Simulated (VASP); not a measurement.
Here is a VASP 6.6.1 calculation.

The input INCAR:

```
SYSTEM = InSe
PREC = Accurate
ENCUT = 520
EDIFF = 1E-7
ISMEAR = 0
SIGMA = 0.02
LREAL = .False.
LASPH = .True.
NELM = 100
ALGO = Fast
ISIF = 2
LWAVE = .False.
LCHARG = .False.
GGA = PE
IVDW = 12
NBANDS = 27
```

Contents of KPOINTS:

```
regular mesh
0
Gamma
  8 8 6
  0 0 0
```

The input POSCAR:

```
InSe
1.0
    5.9393142910     -2.0685874094      0.1019221265
    5.9393142910      2.0685874094      0.1019221265
   -1.6731649841      0.0000000000      4.1900058284
In Se
2 2
Direct
    0.1149128947      0.1149128947      0.9785833192
    0.8850871053      0.8850871053      0.0214166808
    0.3467579472      0.3467579472      0.3660732978
    0.6532420528      0.6532420528      0.6339267022
```

Potentials or basis: VASP PAW PBE potentials, release 64 (In_d, Se).

Command:

```console
$ cat potpaw_PBE.64/In_d/POTCAR potpaw_PBE.64/Se/POTCAR > POTCAR
$ mpirun -np 1 vasp_std > vasp.out
```

(1) Predict the pressure.

(2) Estimate the band gap on the k mesh.

(3) Estimate the largest force.

Answers

(1) 0.0 GPa.

(2) 0.58 eV, indirect (least direct gap 1.08 eV).

(3) 0.012 eV/Å.

Caveat: spin-orbit coupling is left out, which moves the levels of the heavy elements.
